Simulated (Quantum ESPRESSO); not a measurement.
CuO:

```xyz
2
Lattice="2.5526 0.0000 0.0000 0.0000 2.5526 0.0000 0.0000 0.0000 2.5526" Properties=species:S:1:pos:R:3 pbc="T T T"
Cu    0.0000    0.0000    0.0000
O     1.2763    1.2763    1.2763
```

Measurements of this composition are mostly on another form, of space group No. 15.

Base run:

- Program: Quantum ESPRESSO 7.5
- Functional: PBEsol
- Potentials or basis: SSSP 1.3 efficiency PBE
- Cutoff: 748 eV
- Density cutoff: 5987 eV
- k mesh: 10 × 10 × 10
- Occupations: fermi-dirac, width 0.05 eV
- Spin: no spin polarisation
- Hubbard terms: Cu d U = 2 eV

Its results: band gap on the k mesh none (metal or under the smearing width); pressure 11.0 GPa.

Q: The run is repeated on the same cell with these changes: hubbard terms from Cu d U = 2 eV to Cu d U = 3 eV. What comes out?

A: Band gap on the k mesh none (metal or under the smearing width); pressure 11.9 GPa.

Caveats: the potentials were made for another functional, which shifts forces and pressure; an odd number of electrons without spin polarisation forces a metal; a magnetic or distorted state may lie lower; the run has no spin polarisation, though such a crystal can be magnetic; U without spin polarisation on a metal has little footing.
